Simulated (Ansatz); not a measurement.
Input and command of a calculation in Ansatz (plane waves; scalar-relativistic PAW potentials unless the input names others):

```yaml
crystal:
  lattice:
    - [2.93579318, 0.0, 0.0]
    - [-1.46789659, 2.54247148, 0.0]
    - [0.0, 0.0, 4.59353745]
  atoms:
    - { symbol: Sn, position: [0.0, 0.0, 0.0] }
    - { symbol: S, position: [0.6666666667, 0.3333333333, 0.2548559188] }
    - { symbol: S, position: [0.3333333333, 0.6666666667, 0.7451440812] }
basis:
  ecutwfc: 420
kpoints:
  mp_grid: { grid: [12, 12, 6] }
hamiltonian:
  xc: pbe
  dispersion: d3bj
scf:
  occupations: { method: gaussian, width: 0.05 }
  max_iter: 100
output:
  forces: true
  eigenvalues: true
  stress: true
```

```bash
ansatz run input.yaml --threads 1 --pin off --max-ram 2560MiB --backend cpu --events-out ev --progress --plain --runs-dir out
```

Abridged log:
```
Basis set: ecut = 420 eV, 687 PW (Γ), exchange–correlation on 40×40×64 points (8 copies of the dense FFT grid, shifted against one another)
Bands: 17, of which v1, the nominal top of the filled ones, is band 13 counted from 1 (12 counted from 0)
Symmetry: 12 space group operations
k-points: 100 of 864
SCF iter   1: F=—  HF=-7816.392217 eV  |F-HF|=—  |Δ(HF+E_count)|=         —  Δρ=1.13e-2  dr2=5.16e-2  ethr=1.77e-3  ⟨swp⟩=7.7  Hψ=12113  notcnv=0
SCF iter   2: F=—  HF=-7816.367245 eV  |F-HF|=—  |Δ(HF+E_count)|=   2.50e-2  Δρ=4.68e-3  dr2=1.22e-2  ethr=1.99e-4  ⟨swp⟩=3.9  Hψ=4356  notcnv=0
SCF iter   3: F=—  HF=-7816.363397 eV  |F-HF|=—  |Δ(HF+E_count)|=   3.85e-3  Δρ=2.08e-3  dr2=1.78e-3  ethr=4.70e-5  ⟨swp⟩=2.5  Hψ=2710  notcnv=0
SCF iter   4: F=—  HF=-7816.363610 eV  |F-HF|=—  |Δ(HF+E_count)|=   2.12e-4  Δρ=9.84e-4  dr2=2.77e-4  ethr=6.86e-6  ⟨swp⟩=2.1  Hψ=2105  notcnv=0
SCF iter   5: F=—  HF=-7816.363764 eV  |F-HF|=—  |Δ(HF+E_count)|=   1.55e-4  Δρ=2.32e-4  dr2=1.52e-5  ethr=1.06e-6  ⟨swp⟩=2.6  Hψ=2668  notcnv=0
SCF iter   6: F=—  HF=-7816.363835 eV  |F-HF|=—  |Δ(HF+E_count)|=   7.11e-5  Δρ=3.06e-5  dr2=1.97e-7  ethr=5.85e-8  ⟨swp⟩=2.1  Hψ=2333  notcnv=0
SCF iter   7: F=-7816.363836 eV  HF=-7816.363836 eV  |F-HF|=7.25e-10  |Δ(HF+E_count)|=   2.17e-7  Δρ=2.95e-6  dr2=2.80e-9  ethr=3.85e-10  ⟨swp⟩=8.4  Hψ=9285  notcnv=0
SCF 1 converged in 7 iterations: F = -7816.363836 eV  dr2 = 2.80e-9
SCF converged after 7 iterations
Free energy (F): -7816.363836 eV
Harris-Foulkes:  -7816.363836 eV  (|F-HF|=7.25e-10)
Internal energy: -7816.363836 eV  (E = F + TS)
E sigma→0 (E₀):  -7816.363836 eV
Fermi energy:    20.221306 eV
  E_disp       = -1.989636  (pairwise vdW)
--- Forces (eV/Å), atoms counted from 1 ---
  atom   1  Sn     0.00000000     0.00000000     0.00000000
  atom   2  S      0.00000000     0.00000000    17.19053770
  atom   3  S      0.00000000     0.00000000   -17.19053770
--- Stress (GPa, compression-positive) ---
      254.393271       0.000000       0.000000
        0.000000     254.393271       0.000000
        0.000000       0.000000     232.257100
  P = ⅓ Tr σ = 247.0145 GPa (2470.145 kbar)
```

Q: The run was meant for a cell not far from equilibrium. What should be changed?

A: The fault is a lattice far too small (lattice vectors times 0.800). Setting it back cures it. The run converged all the same, with an energy at zero smearing 4.7 eV/atom above the reference's, pressure 247.01 GPa, largest force 17.191 eV/Å, gap on the mesh 1.41 eV, so convergence alone doesn't show that an input is right. A reference run of the cell with lattice vectors 3.6697 0.0000 0.0000; -1.8349 3.1781 0.0000; 0.0000 0.0000 5.7419 Å and the atoms in their places converged with pressure 0.77 GPa, largest force 0.145 eV/Å, gap on the mesh 1.21 eV.

Time: 3.6 s on 1 thread of Intel(R) Xeon(R) Platinum 8259CL CPU @ 2.50GHz (Skylake/Cascade Lake), with other jobs on the host, peak memory 0.39 GiB.